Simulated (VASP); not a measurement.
Se in VASP: the effect of strain

Se:

```xyz
1
Lattice="2.8106 0.0000 0.0000 0.0000 2.8106 0.0000 0.0000 0.0000 2.6981" Properties=species:S:1:pos:R:3 pbc="T T T"
Se    0.0000    0.0000    0.0000
```

The cell isn't the ideal one: strain = -0.04.

Alike in all runs:

```yaml
Program: VASP 6.6.1
Task: single point
Functional: PBE
Potentials_or_basis: VASP PAW PBE potentials, release 64 (Se)
Cutoff: 520 eV
k_mesh: 9 × 9 × 9
Occupations: fermi-dirac, width 0.05 eV
Spin: no spin polarisation
Strain_kind: uniaxial_z
Further_INCAR_settings: ALGO = Normal; EDIFF = 1e-06
```

```csv
strain,pressure (GPa)
-0.04,5.7
-0.02,?
-0.01,2.9
0,2.0
0.01,1.3
0.02,0.6
0.04,-0.6
```

Q: What does the run with strain -0.02 give?

A: Pressure 3.7 GPa.

Worked out: A parabola through the other rows of the pressure, of slope -91.5 GPa per unit of strain there, gives 3.7 GPa, against the run's 3.7.
